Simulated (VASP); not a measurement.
The system is MgZn2O3.

```
CELL_PARAMETERS angstrom
2.34905 1.35622 3.75158
-2.34905 1.35622 3.75158
0.00000 -2.71244 3.75158
ATOMIC_POSITIONS crystal
Mg 0.00000 0.00000 0.00000
Zn 0.62344 0.62344 0.62344
Zn 0.37656 0.37656 0.37656
O 0.00000 0.50000 0.00000
O 0.50000 0.00000 0.00000
O 0.00000 0.00000 0.50000
```

The cell was built by a generator and needn't be a form met in nature.

```yaml
Program: VASP 6.6.1
Task: relaxation of cell and atoms
Functional: PBE
Potentials_or_basis: VASP PAW PBE potentials, release 64 (Mg, Zn, O)
Cutoff: 520 eV
k_mesh: 4 × 4 × 4
Occupations: gaussian, width 0.15 eV
Spin: no spin polarisation
```

At the start: pressure -5.1 GPa; volume 11.95 Å³/atom.

Question: How do energy, volume and symmetry change on relaxing?

Answer: Over 21 steps the energy falls by 1181.5 meV/atom and the volume is 11.73 Å³/atom (-1.9 %); space group R-3m (No. 166, to 0.05 Å).

Step by step:
```csv
step,energy change (eV),largest force (eV/Å),pressure (GPa),volume (Å³)
1,0.0000,0.3518,-5.07,71.71
2,-2.3184,0.8930,-2.17,67.33
3,-4.3226,5.3394,10.43,61.56
4,-5.1686,5.3620,9.76,61.59
5,-5.5048,4.5431,18.76,60.54
6,-5.6936,5.2030,14.51,61.03
7,-6.5723,1.8038,6.48,63.90
8,-6.7728,0.8711,4.18,65.54
9,-6.8452,0.3441,1.08,68.91
10,-6.8603,0.0396,1.62,67.97
11,-6.9851,0.2080,-0.20,68.25
12,-7.0464,0.4901,-1.63,68.56
13,-7.0467,0.4995,-0.70,68.58
14,-7.0587,0.3437,0.80,68.32
15,-7.0649,0.1645,2.30,68.00
16,-7.0735,0.1411,0.95,68.47
17,-7.0778,0.1268,1.32,68.76
18,-7.0842,0.0968,0.17,69.35
19,-7.0890,0.0638,-0.81,70.54
20,-7.0880,0.0854,0.63,70.02
21,-7.0888,0.0702,-0.36,70.36
```

Final structure:
```yaml
crystal:
  lattice:
    - [2.74309, 1.58372, 2.69936]
    - [-2.74309, 1.58372, 2.69936]
    - [0.00000, -3.16745, 2.69936]
  atoms:
    - { symbol: Mg, position: [0.00000, 0.00000, 0.00000] }
    - { symbol: Zn, position: [0.68343, 0.68343, 0.68343] }
    - { symbol: Zn, position: [0.31657, 0.31657, 0.31657] }
    - { symbol: O, position: [0.00000, 0.50000, 0.00000] }
    - { symbol: O, position: [0.50000, 0.00000, 0.00000] }
    - { symbol: O, position: [0.00000, 0.00000, 0.50000] }
```

Caveat: the k mesh is coarse (spacing up to 0.41 Å⁻¹), so the values aren't converged.
